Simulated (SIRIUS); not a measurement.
A run of SIRIUS 7.10.0:

run.py

```python
import json, subprocess
import numpy as np
from ase import Atoms
from ase.io import read
from ase.calculators.calculator import Calculator, all_changes
from ase.units import Bohr, Hartree, GPa
from ase.optimize import BFGS
from ase.filters import FrechetCellFilter

class Sirius(Calculator):
    """Writes sirius.json, runs sirius.scf and reads out.json."""
    implemented_properties = ["energy", "free_energy", "forces", "stress", "magmom"]

    def __init__(self, config, files):
        super().__init__()
        self.config, self.files, self.calls = config, files, 0

    def calculate(self, atoms=None, properties=["energy"], system_changes=all_changes):
        super().calculate(atoms, properties, system_changes)
        symbols = atoms.get_chemical_symbols()
        types = list(dict.fromkeys(symbols))
        order = [i for t in types for i, s in enumerate(symbols) if s == t]
        frac = atoms.get_scaled_positions(wrap=False)
        m = atoms.get_initial_magnetic_moments()
        m = m if m.ndim == 2 else np.c_[0 * m, 0 * m, m]
        spin = self.config["parameters"]["num_mag_dims"] > 0
        rows = {t: [list(frac[i]) + (list(m[i]) if spin else []) for i in order if symbols[i] == t] for t in types}
        cell = {"lattice_vectors": (atoms.cell[:] / Bohr).tolist(), "atom_types": types, "atom_files": self.files, "atoms": rows}
        json.dump({**self.config, "unit_cell": cell}, open("sirius.json", "w"), indent=1)
        self.calls += 1
        with open(f"sirius_{self.calls:03d}.out", "w") as log:
            subprocess.run(["sirius.scf", "--input=sirius.json", "--output=out.json"], stdout=log, stderr=subprocess.STDOUT, check=True)
        gs = json.load(open("out.json"))["ground_state"]
        if not gs["converged"]:
            raise RuntimeError("SCF did not converge")
        self.results = {"energy": gs["energy"]["free"] * Hartree, "free_energy": gs["energy"]["free"] * Hartree}
        if "forces" in gs:
            f = np.zeros((len(atoms), 3))
            f[order] = np.array(gs["forces"]) * Hartree / Bohr
            self.results["forces"] = f
        if "stress" in gs:
            s = np.array(gs["stress"]) * Hartree / Bohr**3
            self.results["stress"] = s.flat[[0, 4, 8, 5, 2, 1]]
        if spin:
            self.results["magmom"] = gs["magnetisation"]["total"][2]

atoms = read("POSCAR")

config = {
    "control": {
        "processing_unit": 'cpu',
        "verbosity": 1,
        "print_forces": True,
        "print_stress": True,
    },
    "parameters": {
        "electronic_structure_method": 'pseudopotential',
        "xc_functionals": ['XC_GGA_X_PBE_R', 'XC_GGA_C_PBE'],
        "gk_cutoff": 6.0,
        "pw_cutoff": 12.0,
        "ngridk": [6, 6, 6],
        "shiftk": [0, 0, 0],
        "smearing": 'fermi_dirac',
        "smearing_width": 0.0018374661,
        "num_bands": 8,
        "num_mag_dims": 0,
        "num_dft_iter": 100,
        "energy_tol": 1e-08,
        "density_tol": 1e-06,
    },
    "iterative_solver": {
        "type": 'davidson',
        "min_tolerance": 1e-09,
        "tolerance_scale": [0.1, 0.25],
    },
    "mixer": {
        "type": 'anderson',
        "beta": 0.7,
        "max_history": 8,
    },
    "settings": {
        "tol_ne": 1e-10,
        "pseudo_grid_cutoff": 6.5,
    },
}
dft = Sirius(config, {'Si': 'Si.json'})
atoms.calc = dft
results = {"symbols": atoms.get_chemical_symbols(), "cell": atoms.cell[:].tolist(), "frac": atoms.get_scaled_positions(wrap=False).tolist(), "steps": []}

def note():
    results["steps"].append({"energy": atoms.get_potential_energy(), "cell": atoms.cell[:].tolist(), "positions": atoms.positions.tolist(),
                             "forces": atoms.get_forces().tolist(), "stress": atoms.get_stress().tolist()})
    json.dump(results, open("results.json", "w"))

opt = BFGS(FrechetCellFilter(atoms, scalar_pressure=0.0 * GPa))
opt.attach(note)
results["converged"] = bool(opt.run(fmax=0.02, steps=30))
print("converged:", results["converged"])
print("cell parameters:", atoms.cell.cellpar().round(5))
print("volume per atom (A^3):", round(atoms.get_volume() / len(atoms), 4))
print(atoms.get_scaled_positions().round(6))
json.dump(results, open("results.json", "w"))
```

File POSCAR:

```
Si
1.0
    2.6622503000     -0.0362423300     -0.0068309500
   -1.3625119300      2.2317606800      0.0418965100
   -0.0064290300      0.0418196400      2.4877607300
Si
1
Direct
    0.0000000000      0.0000000000      0.0000000000
```

Potentials or basis: PseudoDojo 0.4.1 PBE standard (scalar relativistic).

Launch:

```console
$ upf_to_json Si.upf
$ OMP_NUM_THREADS=1 python run.py
```

Hardware: 1 thread of Arm Neoverse V2, with other jobs on the host.

Estimate the wall time of this run.

It took 78 s on 1 thread of Arm Neoverse V2, with other jobs on the host, peak memory 0.18 GiB. Counts: scf iterations 9, k points 112, plane waves 371, bands 8, ion steps 12, scf runs 12.
